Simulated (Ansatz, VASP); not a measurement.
## CdS (Hawleyite) in VASP and in Ansatz

The input INCAR:

```
  PREC = Accurate
  ENCUT = 520
  EDIFF = 1E-7
  ISMEAR = 0
  SIGMA = 0.024
  LREAL = F
  LASPH = T
  NELM = 60
  ALGO = Normal
  ISIF = 2
  LWAVE = F
  LCHARG = T
  GGA = PE
  LELF = T
  LVHAR = T
  NBANDS = 16
```

File KPOINTS:

```
Automatic mesh
0
Gamma
  8 8 8
```

The input POSCAR:

```
CdS
1.0
    0.0000000000      2.9165000000      2.9165000000
    2.9165000000      0.0000000000      2.9165000000
    2.9165000000      2.9165000000      0.0000000000
Cd S
1 1
Direct
    0.0000000000      0.0000000000      0.0000000000
    0.7500000000      0.7500000000      0.7500000000
```

File input.yaml:

```yaml
crystal:
  lattice:
    - [0.0, 2.9165, 2.9165]
    - [2.9165, 0.0, 2.9165]
    - [2.9165, 2.9165, 0.0]
  atoms:
    - { symbol: Cd, position: [0.0, 0.0, 0.0] }
    - { symbol: S, position: [0.75, 0.75, 0.75] }
hamiltonian:
  xc: pbe
  pseudopotentials: { kind: paw }
kpoints:
  mp_grid: { grid: [8, 8, 8] }
scf:
  occupations: { method: gaussian, width: 0.024 }
output:
  forces: true
  stress: true
  eigenvalues: true
```

Alike in both runs: task single point; functional PBE; k mesh 8 × 8 × 8; occupations gaussian, width 0.024 eV; no spin polarisation.

```csv
,VASP,Ansatz
version,VASP 6.6.1,Ansatz 0.2.0
potentials or method,"VASP PAW PBE potentials, release 64 (Cd, S)",Ansatz PAW
plane-wave cutoff (eV),520,420
valence electrons in the cell,18,26
```

VASP gave:

| Quantity | Value |
| --- | --- |
| gap on the k mesh at the Fermi level (eV) | 1.15 |
| least direct gap on the mesh (eV) | 1.15 |
| pressure (GPa) | 3.2 |

Task: Estimate Ansatz's values.

Result: gap on the k mesh at the Fermi level (eV): 1.15; least direct gap on the mesh (eV): 1.15; pressure (GPa): 2.8.

The two sets of potentials don't hold the same shells in valence.

As with any semilocal functional, this PBE gap is likely too small.
